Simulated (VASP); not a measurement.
## MnO under changes of volume

One of the cells (10.333 Å³/atom); the others are scaled copies at fixed shape and fractional positions:

```xyz
2
Lattice="0.0000 2.1781 2.1781 2.1781 0.0000 2.1781 2.1781 2.1781 0.0000" Properties=species:S:1:pos:R:3 pbc="T T T"
Mn    0.0000    0.0000    0.0000
O     2.1781    2.1781    2.1781
```

The cell is a database's computed one.

* Program: VASP 6.6.1
* Functional: PBEsol
* Potentials or basis: VASP PAW PBE potentials, release 64 (Mn_pv, O)
* Cutoff: 520 eV
* k mesh: 8 × 8 × 8
* Occupations: fermi-dirac, width 0.05 eV
* Spin: collinear spin, ferromagnetic start
* Starting moments: [4.0, 0.0] μB

```csv
volume (Å³/atom),energy over the lowest point (meV/atom),pressure (GPa),moment (μB per cell)
9.919,8.91,3.7,4.40
10.126,3.20,3.1,4.56
10.333,0.00,0.1,4.61
10.539,?,?,?
10.746,7.14,-5.5,4.66
```

What does the run at 10.539 Å³/atom give?

Energy over the lowest point 1.66 meV/atom; pressure -3.2 GPa; moment 4.62 μB per cell.

Worked out: A Birch-Murnaghan fit of order 2 (a polynomial in V^(-2/3)) to the other rows has its minimum at 10.35 Å³/atom with B0 = V·E''(V) = 147 GPa. It gives 2.01 meV/atom at 10.539 Å³/atom, against the run's 1.66, and -dE/dV = -2.6 GPa, against -3.2. A parabola through the other rows of the moment, of slope 0.0784 μB per Å³/atom there, gives 4.66 μB, against the run's 4.62.

Energies are extrapolated to zero smearing.

Caveats: the PAW data sets were made with another functional, which shifts forces and pressure a little; a cell with one magnetic atom can't hold antiferromagnetic order, which such compounds often take.
